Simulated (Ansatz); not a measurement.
# SrTi3: the cost of one run

Method: DFT PBE, scalar-relativistic, plane waves, PAW, in Ansatz 0.2.0.

1 further run of the same task is left out (it didn't finish).

### Step 1. Starting point

It takes space group P6/mmm (No. 191, hexagonal). Conventional cell: a = 4.435 Å, b = 4.435 Å, c = 4.681 Å, α = 90.00°, β = 90.00°, γ = 120.00°. Around Sr (site symmetry 6/mmm) lie 8 Ti at 2.34 to 2.56 Å. Ti (site symmetry 6/mmm) is surrounded by 2 Sr at 2.34 Å. Around Ti (site symmetry -6m2) lie 3 Sr at 2.56 Å and 3 Ti at 2.56 Å.

Structure file:

```xyz
4
Lattice="4.4350 0.0000 0.0000 -2.2175 3.8408 0.0000 0.0000 0.0000 4.6807" Properties=species:S:1:pos:R:3 pbc="T T T"
Sr    0.0000    0.0000    0.0000
Ti    0.0000    0.0000    2.3403
Ti    0.0000    2.5605    0.0000
Ti    2.2175    1.2803    0.0000
```

This is candidate A: Li3N type (P6/mmm, No. 191).

(A quick probe on a coarse mesh, which set the mesh and smearing, is not shown.)

### Step 3. Rough relaxation on the coarse mesh (candidate A)

Contents of input.yaml:

```yaml
crystal:
  lattice:
    - [4.4349893158, 0.0, 0.0]
    - [-2.2174946579, 3.8408134131, 0.0]
    - [0.0, 0.0, 4.6806709993]
  atoms:
    - { symbol: Sr, position: [0.0, 0.0, 0.0] }
    - { symbol: Ti, position: [0.0, 0.0, 0.5] }
    - { symbol: Ti, position: [0.3333333333, 0.6666666667, 0.0] }
    - { symbol: Ti, position: [0.6666666667, 0.3333333333, 0.0] }
basis:
  ecutwfc: 420
kpoints:
  mp_grid: { grid: [6, 6, 4] }
hamiltonian:
  xc: pbe
scf:
  occupations: { method: gaussian, width: 0.1 }
  lower_state_search: "off"
output:
  forces: true
  stress: true
  eigenvalues: true
relax:
  adjacent_minimum: "off"
  f_tol: 0.04
  max_steps: 70
  cell: { stress_tol: 0.4 }
```

Started as:

```console
> ansatz run input.yaml --threads 1 --pin off --max-ram 2560MiB --backend cpu --events-out ev --progress --plain --runs-dir out
```

**Question.** How long does this run take on 1 thread of Arm Neoverse V1, shared host, and how much memory does it need?

About 34 s, with a peak of 0.38 GiB.
